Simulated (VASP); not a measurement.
# Sr (P6_3/mmc) in VASP: a series of runs

One crystal, Sr, is run at these levels: PBE; tasks: single point.

Program: VASP 6.6.1. These are calculated values, not measurements. Logs are shortened: lines on timing, memory, paths and dates and some standing lists are left out, and cuts for length are marked.

## 1. The structure

It takes space group P6_3/mmc (No. 194, hexagonal). The conventional cell has a = 4.310 Å, b = 4.310 Å, c = 7.050 Å, α = 90.00°, β = 90.00°, γ = 120.00°. Around Sr (site symmetry -6m2) lie 12 Sr at 4.31 Å.

This isn't the form of Sr at room conditions, which is fcc.

## 2. Single point, PBE

Contents of INCAR:

```
SYSTEM = Sr
  ADDGRID = .False.
  ALGO = Normal
  EDIFF = 1E-6
  ENCUT = 900
  GGA = PE
  ISIF = 2
  ISMEAR = 0
  LASPH = .True.
  LCHARG = .False.
  LREAL = .False.
  LWAVE = .False.
  NBANDS = 17
  NELM = 100
  PREC = Accurate
  SIGMA = 0.15
```

Contents of KPOINTS:

```
k-points
0
Gamma
  4 4 2
  0 0 0
```

Contents of POSCAR:

```
Sr
1.0
    4.3100000000      0.0000000000      0.0000000000
   -2.1550000000      3.7325694903      0.0000000000
    0.0000000000      0.0000000000      7.0500000000
Sr
2
Direct
    0.6432960000      0.3178180000      0.7464440000
    0.3199860000      0.6535770000      0.2508690000
```

Potentials or basis: VASP PAW PBE potentials, release 64 (Sr_sv).

Started as:

```console
$ cat potpaw_PBE.64/Sr_sv/POTCAR > POTCAR
$ mpirun -np 1 vasp_std > vasp.out
```

OUTCAR:

```text
SYSTEM = Sr
   EDIFF = 1E-6
   ENCUT = 900
   GGA = PE
   ISIF = 2
   ISMEAR = 0
   LASPH = .True.
   LREAL = .False.
   NELM = 100
   PREC = Accurate

 Found     20 irreducible k-points:

 Following reciprocal coordinates:
            Coordinates               Weight
  0.000000  0.000000  0.000000      1.000000
  0.250000  0.000000  0.000000      2.000000
  0.000000  0.250000  0.000000      2.000000
 -0.250000  0.250000  0.000000      2.000000
  0.500000  0.000000  0.000000      1.000000
  0.000000  0.500000  0.000000      1.000000
   k-points           NKPTS =     20   k-points in BZ     NKDIM =     20   number of bands    NBANDS=     17
   number of dos      NEDOS =    301   number of ions     NIONS =      2
   total plane-waves  NPLWV = 123480
   dimension x,y,z NGX =    42 NGY =   42 NGZ =   70
   dimension x,y,z NGXF=    84 NGYF=   84 NGZF=  140
   ions per type =               2
   NGX,Y,Z   is equivalent  to a cutoff of  16.20, 16.20, 16.51 a.u.
   NGXF,Y,Z  is equivalent  to a cutoff of  32.40, 32.40, 33.01 a.u.
 SYSTEM =  Sr
   PREC   = accura    normal or accurate (medium, high low for compatibility)
   ISTART =      0    job   : 0-new  1-cont  2-samecut
   ICHARG =      2    charge: 1-file 2-atom 10-const
   ISPIN  =      1    spin polarized calculation?
   LNONCOLLINEAR =      F non collinear calculations
   LSORBIT =      F    spin-orbit coupling
   LASPH  =      T    aspherical Exc in radial PAW
   ENCUT  =  900.0 eV  66.15 Ry    8.13 a.u.  10.54 10.54 17.25*2*pi/ulx,y,z
   NELM   =    100;   NELMIN=  2; NELMDL= -5     # of ELM steps
   EDIFF  = 0.1E-05   stopping-criterion for ELM
   LREAL  =      F    real-space projection
   EDIFFG = 0.1E-04   stopping-criterion for IOM
   NSW    =      0    number of steps for IOM
   IBRION =     -1    ionic relax: 0-MD 1-quasi-New 2-CG
   NFREE  =      0    steps in history (QN), initial steepest desc. (CG)
   ISIF   =      2    stress and relaxation
   ISYM   =      2    0-nonsym 1-usesym 2-fastsym
   POTIM  = 0.5000    time-step for ionic-motion
   TEBEG  =    0.0;   TEEND  =   0.0 temperature during run
   PSTRESS=    0.0 pullay stress
   NELECT =      20.0000    total number of electrons
   NUPDOWN=      -1.0000    fix difference up-down
   EMIN   =  10.00;   EMAX   =-10.00  energy-range for DOS
   EFERMI =   0.00;   METHOD = LEGACY
   ISMEAR =     0;   SIGMA  =   0.15  broadening in eV -4-tet -1-fermi 0-gaus
   EFERMI_NEDOS =   21; number of points for ismear=-14 and -15
   IALGO  =     38    algorithm
   IMIX   =      4    mixing-type and parameters
     AMIX     =   0.40;   BMIX     =  1.00
     AMIX_MAG =   1.60;   BMIX_MAG =  1.00
  volume/ion in A,a.u.               =      56.71       382.68
  Fermi-wavevector in a.u.,A,eV,Ry     =   0.918037  1.734838 11.466874  0.842791
  Thomas-Fermi vector in A             =   2.043073
   LORBIT       =      0    0 simple, 1 ext, 2 COOP (PROOUT), +10 PAW based schemes
   GGA     = PE    functional components
   LHFCALC =     F    Hartree Fock is set to
   AEXX    =    0.0000 exact exchange contribution
   IVDW    =     0    specifies the selected vdW correction
   LEPSILON=     F    determine dielectric tensor
   LRPA    =     F    only Hartree local field effects (RPA)
 non-spin polarized calculation
 Gauss-broadening in eV      SIGMA  =   0.15
  energy-cutoff  :      900.00
  volume of cell :      113.42
 maximum number of plane-waves:      7018
   NGX = 21   NGY = 21   NGZ = 35

 number of electron      20.0000000 magnetization

 Free energy of the ion-electron system (eV)
  ---------------------------------------------------
  ext. energy  EPLUGINS =         0.00000000
  ---------------------------------------------------
  free energy    TOTEN  =        -3.29270866 eV

  energy without entropy =       -3.25434990  energy(sigma->0) =       -3.27352928

 E-fermi :   1.5133     XC(G=0):  -7.2576

 val. band max:        1.5021128121   @ k =   0.0000   0.0000   0.0000
 cond. band min:       1.5603635741   @ k =   0.5000   0.0000   0.0000
 fundamental gap:      0.0582507620
 Fermi energy:         1.5133194286

 k-point     1 :       0.0000    0.0000    0.0000
  band No.  band energies     occupation
      1     -35.1900      2.00000
      2     -35.1781      2.00000
      3     -17.2500      2.00000
      4     -17.1120      2.00000
      5     -17.1092      2.00000
      6     -17.0867      2.00000
[... 9 lines left out ...]
     16       4.1609      0.00000
     17       4.6276      0.00000

 k-point     2 :       0.2500    0.0000    0.0000
  band No.  band energies     occupation
      1     -35.1845      2.00000
      2     -35.1755      2.00000
      3     -17.2194      2.00000
      4     -17.1769      2.00000
      5     -17.1539      2.00000
      6     -17.1321      2.00000
[... 9 lines left out ...]
     16       4.5111      0.00000
     17       4.5202      0.00000

 k-point     3 :       0.0000    0.2500    0.0000
  band No.  band energies     occupation
      1     -35.1845      2.00000
      2     -35.1756      2.00000
      3     -17.2185      2.00000
      4     -17.1780      2.00000
      5     -17.1544      2.00000
      6     -17.1308      2.00000
[... 9 lines left out ...]
     16       4.5129      0.00000
     17       4.5407      0.00000

 k-point     4 :      -0.2500    0.2500    0.0000
  band No.  band energies     occupation
      1     -35.1844      2.00000
      2     -35.1756      2.00000
      3     -17.2181      2.00000
      4     -17.1785      2.00000
      5     -17.1546      2.00000
      6     -17.1303      2.00000
[... 9 lines left out ...]
     16       4.5207      0.00000
     17       4.5430      0.00000

 k-point     5 :       0.5000    0.0000    0.0000
  band No.  band energies     occupation
      1     -35.1783      2.00000
      2     -35.1738      2.00000
      3     -17.2452      2.00000
      4     -17.2181      2.00000
      5     -17.1763      2.00000
      6     -17.1514      2.00000
[... 9 lines left out ...]
     16       5.6367      0.00000
     17       6.2300      0.00000

 k-point     6 :       0.0000    0.5000    0.0000
  band No.  band energies     occupation
      1     -35.1779      2.00000
      2     -35.1741      2.00000
      3     -17.2457      2.00000
      4     -17.2193      2.00000
      5     -17.1720      2.00000
      6     -17.1503      2.00000
[... 9 lines left out ...]
     16       5.6936      0.00000
     17       6.2392      0.00000

 [... further k-points ...]

------------------------ aborting loop because EDIFF is reached ----------------------------------------

  FORCE on cell =-STRESS in cart. coord.  units (eV):
  Direction    XX          YY          ZZ          XY          YZ          ZX
  --------------------------------------------------------------------------------------
  -------------------------------------------------------------------------------------
  Total       -0.4134971     -0.3996679      0.3413317     -0.0289870      0.0003551      0.0016783
  in kB       -5.8412897     -5.6459315      4.8218409     -0.4094859      0.0050158      0.0237093
  external PRESSURE =      -2.2217934 kB  Pullay stress =       0.0000000 kB

 VOLUME and BASIS-vectors are now :
 -----------------------------------------------------------------------------
  energy-cutoff  :      900.00
  volume of cell :      113.42
      direct lattice vectors                 reciprocal lattice vectors
     4.310000000  0.000000000  0.000000000     0.232018561  0.133955979  0.000000000
    -2.155000000  3.732569490  0.000000000     0.000000000  0.267911958  0.000000000
     0.000000000  0.000000000  7.050000000     0.000000000  0.000000000  0.141843972

 POSITION                                       TOTAL-FORCE (eV/Angst)
 -----------------------------------------------------------------------------------
      2.08771      1.18628      5.26243         0.010609      0.002107      0.043670
     -0.02932      2.43952      1.76863        -0.010609     -0.002107     -0.043670
 -----------------------------------------------------------------------------------
    total drift:                               -0.000000     -0.000000     -0.000000

  FREE ENERGIE OF THE ION-ELECTRON SYSTEM (eV)
  ---------------------------------------------------
  free  energy   TOTEN  =        -3.2927086643 eV

  energy  without entropy=       -3.2543499002  energy(sigma->0) =       -3.27352928
```

Run time: 35 s. Hardware: 1 thread of Intel Xeon 6975P-C (Granite Rapids), shared host; peak memory 0.36 GiB.

These settings aren't checked as converged: the numbers below hold their error.

What came out:

- Free energy: -3.2927 eV
- Pressure: -0.2 GPa
- Largest force: 0.045 eV/Å
- Band gap on the k mesh: none (metal or under the smearing width)

Caveat: the k mesh is coarse (spacing up to 0.45 Å⁻¹), so the values aren't converged.

## 3. Single point, PBE

Edit INCAR of step 2 so:

```diff
@@ -4,3 +4,3 @@
   EDIFF = 1E-6
-  ENCUT = 900
+  ENCUT = 250
   GGA = PE
```

Contents of KPOINTS:

```
k-points
0
Gamma
  10 10 6
  0 0 0
```

Contents of POSCAR:

```
Sr
1.0
    4.3100000000      0.0000000000      0.0000000000
   -2.1550000000      3.7325694903      0.0000000000
    0.0000000000      0.0000000000      7.0500000000
Sr
2
Direct
    0.6666666667      0.3333333333      0.7500000000
    0.3333333333      0.6666666667      0.2500000000
```

Potentials or basis: VASP PAW PBE potentials, release 64 (Sr_sv).

Started as:

```console
$ cat potpaw_PBE.64/Sr_sv/POTCAR > POTCAR
$ mpirun -np 1 vasp_std > vasp.out
```

Run time: 10 s. Hardware: 1 thread of Intel Xeon 6975P-C (Granite Rapids), shared host; peak memory 0.16 GiB.

The run converged, but some of its settings lie outside the range that counts as converged, so its numbers aren't taken as properties of the crystal.

What came out:

* Free energy: -3.2821 eV
* Band gap on the k mesh: none (metal or under the smearing width)

Caveat: the cutoff is under 1.25 times the usual one of these potentials, so pressure, stress and relaxed cells hold a basis-set (Pulay) error.

(Continued in part 2 of 2.)
